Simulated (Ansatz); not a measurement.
Set up this calculation in Ansatz 0.2.0, as the native input.

* Task: elastic constants
* Functional: RPBE
* Dispersion: D3(BJ)
* Potentials or basis: Ansatz PAW
* Cutoff: 420 eV (not typed: the program's choice for these potentials)
* k mesh: 6 × 6 × 6
* Occupations: tetrahedron
* Spin: no spin polarisation
* Atoms under strain: clamped

The system is InP.

```
In P
1.0
     0.00000    2.76883    2.76883
     2.76883    0.00000    2.76883
     2.76883    2.76883    0.00000
In P
1 1
Direct
  0.00000 0.00000 0.00000
  0.50000 0.50000 0.50000
```

Measurements of this composition are mostly on another form, of space group No. 216.

These files were run (other wordings do the same):

input.yaml

```yaml
crystal:
  lattice:
    - [0.0, 2.768834, 2.768834]
    - [2.768834, 0.0, 2.768834]
    - [2.768834, 2.768834, 0.0]
  atoms:
    - { symbol: In, position: [0.0, 0.0, 0.0] }
    - { symbol: P, position: [0.5, 0.5, 0.5] }
hamiltonian:
  xc: rpbe
  pseudopotentials: { kind: paw }
  dispersion: d3bj
kpoints:
  mp_grid: { grid: [6, 6, 6] }
scf:
  occupations: { method: tetrahedron }
output:
  forces: true
  stress: true
elastic:
  mode: clamped_ion
  stencil: two_point
```

Potentials or basis: Ansatz PAW.

The run is started by

```console
$ ansatz run input.yaml --threads 2 --pin off --max-ram 5632MiB --backend cpu --events-out ev --progress --plain --runs-dir out
```

Results of the run:

```yaml
Pressure: -16.5 GPa
Band_gap_on_the_k_mesh: none (metal or under the smearing width)
Clamped-ion_elastic_constants_C11_C12_C44: 132, 0, 29 GPa
Voigt_bulk_modulus: 44 GPa
```

Caveat: the cell is more than 3 GPa from zero pressure, which shifts response properties; elastic constants of metals need much finer meshes, so these are rough; so large a pressure means that the cell lies far from this level's equilibrium, or that cutoff or potentials fall short; pairwise dispersion overbinds metals, which lowers pressure and volume; the PAW data sets come from PBE, with cores solved anew for the run's functional, which leaves a small shift of forces and pressure; with tetrahedron occupations forces and stress needn't match the slope of the energy.

It took 3.9 s on 2 threads of Intel(R) Xeon(R) Platinum 8259CL CPU @ 2.50GHz (Skylake/Cascade Lake), on a shared host, peak memory 0.38 GiB.
